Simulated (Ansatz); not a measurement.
# Al in Ansatz: convergence with smearing width

The system is Al.

```
Al
1.0
    -1.57590    1.65692    1.65798
     1.47948   -1.59764    1.50228
     1.61445    1.63620   -1.59870
Al
1
Direct
  0.00000 0.00000 0.00000
```

This isn't the form of Al at room conditions, which is fcc.

- Program: Ansatz 0.2.0
- Task: convergence study
- Functional: PBE
- Potentials or basis: JTH PAW
- Cutoff: 570 eV (not typed: the program's choice for these potentials)
- k mesh: 8 × 9 × 8
- Occupations: gaussian, width 0.3 eV
- Spin: no spin polarisation

These are the settings of the first run; the series varies smearing width, with any setting tied to it.

Hardware: 2 threads of Arm Neoverse V1, on a shared host.

Q: The values tried are 0.3 eV, 0.2 eV, 0.15 eV, 0.1 eV, 0.05 eV, 0.025 eV, 0.01 eV, 0.005 eV, loosest first. From which on does the pressure stay within 0.1 GPa of the tightest run that finished?

A: From 0.15 eV on.

| smearing width | energy less the tightest run, at zero smearing (meV/atom) | pressure (GPa) | SCF cycles | CPU time (s) | peak memory (GiB) |
| --- | --- | --- | --- | --- | --- |
| 0.3 eV | 0.11 | 4.24 | 6 | 3.3 | 0.28 |
| 0.2 eV | -0.21 | 4.12 | 6 | 3.4 | 0.28 |
| 0.15 eV | -0.26 | 4.06 | 6 | 3.5 | 0.28 |
| 0.1 eV | -0.23 | 4.02 | 6 | 3.6 | 0.28 |
| 0.05 eV | -0.09 | 3.99 | 6 | 3.6 | 0.28 |
| 0.025 eV | -0.01 | 4.00 | 6 | 3.6 | 0.28 |
| 0.01 eV | 0.00 | 4.02 | 6 | 3.6 | 0.28 |
| 0.005 eV | 0.00 | 4.02 | 6 | 3.6 | 0.28 |

Against the tightest run, the energy stays within 1 meV/atom from 0.3 eV on. Narrower smearing needs a denser k mesh, so at a fixed mesh the narrowest width isn't the most accurate. The tightest run that finished is the yardstick and may itself not be fully converged.
